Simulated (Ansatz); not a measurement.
**CdS: strong compression**

How does CdS (rocksalt type) answer strong compression? The runs shown use PAW. Its runs: cell relaxed at zero pressure (PAW); volume scaled by 1 (PAW); volume scaled by 0.94 (PAW); volume scaled by 0.88 (PAW); volume scaled by 0.8 (PAW); volume scaled by 0.72 (PAW); volume scaled by 0.64 (PAW); volume scaled by 0.55 (PAW and PAW (core large)).

Computed with Ansatz 0.2.0 (DFT PBEsol, with the methods named in each step, unless a step's input says otherwise).

1 further run of the same task is left out (it didn't finish).

**1. The system as given**

The structure is cubic, space group Fm-3m (No. 225). Conventional cell: a = 5.046 Å, b = 5.046 Å, c = 5.046 Å, α = 90.00°, β = 90.00°, γ = 90.00°. Around Cd (site symmetry m-3m) lie 6 S at 2.52 Å. S (site symmetry m-3m) is surrounded by 6 Cd at 2.52 Å.

As a file:

```cif
data_structure
_symmetry_space_group_name_H-M 'P 1'
_symmetry_Int_Tables_number 1
_cell_length_a 3.5678
_cell_length_b 3.5678
_cell_length_c 3.5678
_cell_angle_alpha 60.000
_cell_angle_beta 60.000
_cell_angle_gamma 60.000
_cell_volume 32.11
loop_
_atom_site_label
_atom_site_type_symbol
_atom_site_fract_x
_atom_site_fract_y
_atom_site_fract_z
_atom_site_occupancy
Cd1 Cd 0.00000 0.00000 0.00000 1
S1 S 0.50000 0.50000 0.50000 1
```

Whether this phase is the stable one at these pressures isn't tested.

Atoms are numbered in the order of the input: Cd1, S2.

**2. Cell relaxed at zero pressure, PAW**

Input file input.yaml:

```yaml
crystal:
  lattice:
    - [0.0, 2.5228479314, 2.5228479314]
    - [2.5228479314, 0.0, 2.5228479314]
    - [2.5228479314, 2.5228479314, 0.0]
  atoms:
    - { symbol: Cd, position: [0.0, 0.0, 0.0] }
    - { symbol: S, position: [0.5, 0.5, 0.5] }
kpoints:
  mp_grid: { grid: [13, 13, 13] }
scf:
  occupations: { method: fermi_dirac, width: 0.08 }
hamiltonian:
  xc: pbesol
  pseudopotentials: { kind: paw }
output:
  forces: true
  stress: true
relax:
  f_tol: 0.005
  max_steps: 40
  cell: {}
```

On the command line:

```
ansatz run input.yaml --threads 1 --pin off --max-ram 2048MiB --backend cpu --events-out ev --progress --plain --runs-dir out
```

Further steps of the session: Volume scaled by 1, PAW; Volume scaled by 0.94, PAW; Volume scaled by 0.88, PAW; Volume scaled by 0.8, PAW; Volume scaled by 0.72, PAW; Volume scaled by 0.64, PAW; Volume scaled by 0.55, PAW; Volume scaled by 0.55, PAW (core large).

What does the calculation give? Wanted: PAW pressure at 0.55 of the volume; PAW; fitted bulk modulus at zero pressure.

As calculated:

| quantity | value |
| --- | --- |
| PAW pressure at 0.55 of the volume | 200.7 GPa |
| PAW (core large) pressure at 0.55 of the volume | 200.7 GPa |
| fitted bulk modulus at zero pressure (PAW) | 87 GPa |
| its pressure derivative | 4.47 |

What this shows: At 0.55 of the starting volume PAW gives 201 GPa. One third-order Birch-Murnaghan curve follows these points (B₀ = 87 GPa, B′ = 4.47, misfit at most 0.31 GPa). A fit over so wide a range leans to the high pressures, so B₀ can be off by several per cent. The gap goes from 0.13 to none: pressure closes it at this level, in a cell held to this structure, which the real crystal may leave first. No all-electron run checks these rows here, and frozen cores can fail under such compression. The ions are at rest, and the electrons smeared by 0.08 eV.
